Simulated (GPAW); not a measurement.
Runs of GPAW 26.7.0 on AlN. Symmetry: P6_3mc, No. 186, hexagonal system. Conventional cell: a = 3.113 Å, b = 3.113 Å, c = 4.981 Å, α = 90.00°, β = 90.00°, γ = 120.00°. Al (site symmetry 3m) is surrounded by 4 N at 1.89 Å. Around N (site symmetry 3m) lie 4 Al at 1.89 Å. 

| task | level | potentials or basis | cell | optimizer | fmax | max steps | gap on the mesh (eV) | pressure (GPa) | relaxed volume (Å³/atom) | largest force (eV/Å) |
| --- | --- | --- | --- | --- | --- | --- | --- | --- | --- | --- |
| relaxation of cell and atoms | r4SCAN | GPAW PAW data sets (gpaw-data 1.2.1), pw | relaxed | BFGS | 0.02 eV/Å | 40 | 4.90 | 0.0 | 10.42 | - |
| relaxation of cell and atoms | PBEsol+D3(BJ)+ATM | PAW data sets generated in the run's folder for this functional, pw | relaxed | BFGS | 0.02 eV/Å | 60 | 4.21 | 0.0 | 10.35 | 0.01 |
| relaxation of cell and atoms | PBEsol | PAW data sets generated in the run's folder for this functional, pw | relaxed | BFGS | 0.02 eV/Å | 60 | 4.08 | 0.0 | 10.50 | 0.01 |
| relaxation of cell and atoms | PBEsol+D3(BJ) | PAW data sets generated in the run's folder for this functional, pw | relaxed | BFGS | 0.02 eV/Å | 60 | 4.23 | 0.0 | 10.33 | 0.01 |
| relaxation of cell and atoms | PBEsol+D4 | PAW data sets generated in the run's folder for this functional, pw | relaxed | BFGS | 0.02 eV/Å | 60 | 4.19 | 0.0 | 10.37 | 0.01 |
| relaxation of cell and atoms | PBEsol+D3 | PAW data sets generated in the run's folder for this functional, pw | relaxed | BFGS | 0.02 eV/Å | 60 | 4.18 | 0.0 | (b) | 0.01 |
| relaxation of cell and atoms | RPBE+D3 | the program's PAW data sets (release 1.2.1) made for this functional, pw | relaxed | LBFGS | 0.02 eV/Å | 40 | 4.13 | -0.1 | (a) | 0.01 |

Alike in all rows: no spin polarisation; k mesh 7 × 7 × 4; cutoff (eV) 800; smearing fermi-dirac 0.05 eV.

Estimate the missing entries.

(a) 10.59; (b) 10.39.

Caveats: later steps reuse the first step's grids; the PAW data sets were made with another functional, which shifts forces and pressure a little (some runs).

Runs at the PBE level aren't shown here.
